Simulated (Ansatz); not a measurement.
Runs of Ansatz 0.2.0 on HfB2. Symmetry: P6/mmm, No. 191, hexagonal system. The conventional cell has a = 3.140 Å, b = 3.140 Å, c = 3.480 Å, α = 90.00°, β = 90.00°, γ = 120.00°. Hf (site symmetry 6/mmm) has 12 B at 2.51 Å as nearest neighbours. B (site symmetry -6m2) is surrounded by 3 B at 1.81 Å. 

```csv
task,level,potentials or basis,spin,cell,k mesh,cutoff (eV),smearing,basis error allowed,mesh quality,gap on the mesh (eV),pressure (GPa),moment (μB)
atomic charges,revPBE-LDA,"all-electron LAPW, scalar-relativistic","non-collinear, ferromagnetic start",as given,8 × 8 × 6,261,fermi-dirac 0.025 eV,0.002 eV/atom,coarse,none,13.5,0.00
single point,PBE,"all-electron LAPW, scalar-relativistic",off,as given,10 × 10 × 8,287,fermi-dirac 0.05 eV,0.001 eV/atom,not flagged,none,1.5,-
single point,PBE,"all-electron LAPW, scalar-relativistic",off,as given,7 × 7 × 6,260,fermi-dirac 0.03 eV,0.002 eV/atom,coarse,none,1.5,-
projected density of states,PBEsol,"all-electron LAPW, inner shells corrected to Dirac's equation","non-collinear, ferromagnetic start",as given,8 × 8 × 6,287,fermi-dirac 0.1 eV,0.001 eV/atom,coarse,-,(a),0.00
relaxation of cell and atoms,rPW86-PBE+D4,"all-electron LAPW, scalar-relativistic",off,relaxed,10 × 10 × 8,-,fermi-dirac 0.025 eV,0.002 eV/atom,not flagged,-,0.0,-
single point,PBE,"all-electron LAPW, scalar-relativistic",off,as given,5 × 5 × 4,245,fermi-dirac 0.02 eV,0.003 eV/atom,coarse,none,1.6,-
single point,PBE,"all-electron LAPW, scalar-relativistic",off,as given,4 × 4 × 3,245,fermi-dirac 0.04 eV,0.003 eV/atom,coarse,none,1.7,-
```

Problem. Estimate the missing entries.

Solution. (a) -4.2.

Caveats: some runs use coarse meshes; the k mesh is thin for a metal, which can move the energy by tens of meV per atom (some runs).

A k mesh can miss the band edges, and the runs leave out spin-orbit coupling on Hf.

A gap of «none» marks a metal or a gap under the smearing width.

Not every run made on this cell is shown here.
